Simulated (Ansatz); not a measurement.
# Ti: phonons with BLYP+D4

Crystal: Ti.

```
CELL_PARAMETERS angstrom
2.91013 0.00000 0.00000
-1.45507 2.52025 0.00000
0.00000 0.00000 4.61675
ATOMIC_POSITIONS crystal
Ti 0.66667 0.33333 0.75000
Ti 0.33333 0.66667 0.25000
```

The cell isn't the ideal one: volume scaled by 0.96.

```yaml
Program: Ansatz 0.2.0
Task: phonons
Functional: BLYP
Dispersion: D4
Potentials_or_basis: JTH PAW
Cutoff: 1230 eV
Density_cutoff: 4920 eV
k_mesh: 7 × 7 × 4
Occupations: cold, width 0.05 eV
Spin: no spin polarisation
Driver: calculator
Delta: 0.02
```

* Pressure: 2.4 GPa
* Highest phonon frequency at Γ: 76 cm⁻¹
* Most unstable mode: 102i cm⁻¹

Stress tensor (GPa, compression positive):
```
1.87 0.00 0.00
0.00 1.87 0.00
0.00 0.00 3.36
```

Phonon frequencies in cm⁻¹ (negative: imaginary):
```csv
q point,frequencies
"(0.000, 0.000, 0.000)",-102 -102 0 0 0 76
```

It took 22 s on 2 threads of Intel(R) Xeon(R) 6975P-C (Granite Rapids), on a shared host, peak memory 0.6 GiB.

Caveat: the potentials were made for another functional, which shifts forces and pressure; some modes are imaginary.
